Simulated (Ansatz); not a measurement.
# SrTiO3: the cost of one run

Method: DFT PBEsol, scalar-relativistic, plane waves, PAW, in Ansatz 0.2.0.

1 further run of the same task is left out (for a known fault of the program). Runs told in other sessions of the task aren't counted.

## (1) The system as given

The structure is cubic, space group Pm-3m (No. 221). Conventional cell: a = 3.891 Å, b = 3.891 Å, c = 3.891 Å, α = 90.00°, β = 90.00°, γ = 90.00°. Sr (site symmetry m-3m) has 12 O at 2.75 Å in its first shell of neighbours. Ti (site symmetry m-3m) has 6 O at 1.95 Å in its first shell of neighbours. Around O (site symmetry 4/mmm) lie 2 Ti at 1.95 Å and 4 Sr at 2.75 Å.

Coordinates:

```
CELL_PARAMETERS angstrom
3.89138 0.00000 0.00000
0.00000 3.89138 0.00000
0.00000 0.00000 3.89138
ATOMIC_POSITIONS crystal
Sr 0.00000 0.00000 0.00000
Ti 0.50000 0.50000 0.50000
O 0.00000 0.50000 0.50000
O 0.50000 0.00000 0.50000
O 0.50000 0.50000 0.00000
```

It is the result of an earlier relaxation at this level (volume 11.79 Å³/atom; gap on the mesh: 1.86 eV).

## (2) What is varied

The energy is mapped over a normal mode and a strain (zone-centre modes of the cell shown) (x along [1 0 0], y along [0 1 0], z along [0 0 1] of the conventional cell).

First coordinate, amplitude of mode 1 (77i cm⁻¹), largest displacement in the unstrained cell: 7 values from −0.124 Å. Second coordinate, equal normal strain along x and y: 7 values from −4.00 %.

Nothing else is relaxed (the pattern is fixed in fractional coordinates). Energies count from the relaxed high-symmetry cell. Points are written as (first, second).

The modes come from a phonon run on the reference cell, made beforehand.

Displacement patterns for an amplitude of 1 (Å):

| atom | x1 | y1 | z1 |
| --- | --- | --- | --- |
| Sr1 | -0.227 | 0.000 | 0.000 |
| Ti2 | -0.559 | 0.000 | 0.000 |
| O3 | 0.914 | 0.000 | 0.000 |
| O4 | 1.000 | 0.000 | 0.000 |
| O5 | 1.000 | 0.000 | 0.000 |

## (3) The run at (−0.124 Å, −4.00 %)

input.yaml reads:

```yaml
crystal:
  lattice:
    - [3.7357262784, 0.0, 0.0]
    - [0.0, 3.7357262784, 0.0]
    - [0.0, 0.0, 3.89138154]
  atoms:
    - { symbol: Sr, position: [0.0072188559, 0.0, 0.0] }
    - { symbol: Ti, position: [0.5178206165, 0.5, 0.5] }
    - { symbol: O, position: [-0.0291211991, 0.5, 0.5] }
    - { symbol: O, position: [0.4681347103, 0.0, 0.5] }
    - { symbol: O, position: [0.4681347103, 0.5, 0.0] }
basis:
  ecutwfc: 520.0
kpoints:
  mp_grid: { grid: [8, 8, 8] }
hamiltonian:
  xc: pbesol
  pseudopotentials: { kind: paw, azcp: { folder: soft_1 } }
scf:
  occupations: { method: gaussian, width: 0.05 }
output:
  forces: true
  stress: true
  eigenvalues: true
```

Command:

```console
$ ansatz run input.yaml --threads 2 --pin off --max-ram 4096MiB --backend cpu --events-out ev --progress --plain --runs-dir out
```

Q: Estimate wall time and peak memory on 2 threads of Arm Neoverse N1, shared host.

About 23 s, with a peak of 0.5 GiB.
